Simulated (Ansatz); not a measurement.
**Rb in Ansatz: convergence with xc grid**

Input of the first run (xc grid 1); the others differ in this setting and in those tied to it:

input.yaml

```yaml
crystal:
  lattice:
    - [-2.8025, 2.8025, 2.8025]
    - [2.8025, -2.8025, 2.8025]
    - [2.8025, 2.8025, -2.8025]
  atoms:
    - { symbol: Rb, position: [0.0, 0.0, 0.0] }
kpoints:
  mp_grid: { grid: [7, 7, 7] }
scf:
  occupations: { method: fermi_dirac, width: 0.05 }
hamiltonian:
  xc: pbesol
  pseudopotentials: { kind: all_electron, lapw: { basis_error: 0.001 } }
output:
  forces: true
  stress: true
  eigenvalues: true
basis:
  xc_grid: 1
```

Potentials or basis: all-electron LAPW, scalar-relativistic.

Command:

```bash
$ ansatz run input.yaml --threads 1 --pin off --max-ram 3072MiB --backend cpu --events-out ev --progress --plain --runs-dir out
```

Hardware: 1 thread of Intel(R) Xeon(R) Processor @ 2.70GHz, with other jobs on the host.

| xc grid | energy less the tightest run, at zero smearing (meV/atom) | SCF cycles | CPU time (s) | peak memory (GiB) |
| --- | --- | --- | --- | --- |
| 1 | 0.00 | 5 | 1.1 | 0.22 |
| 2 | 0.00 | 5 | 1.2 | 0.21 |
| 3 | 0.00 | 5 | 1.3 | 0.21 |
| 4 | 0.00 | 5 | 1 | 0.22 |

Against the tightest run, the energy stays within 1 meV/atom from 1 on. The tightest run that finished is the yardstick and may itself not be fully converged.
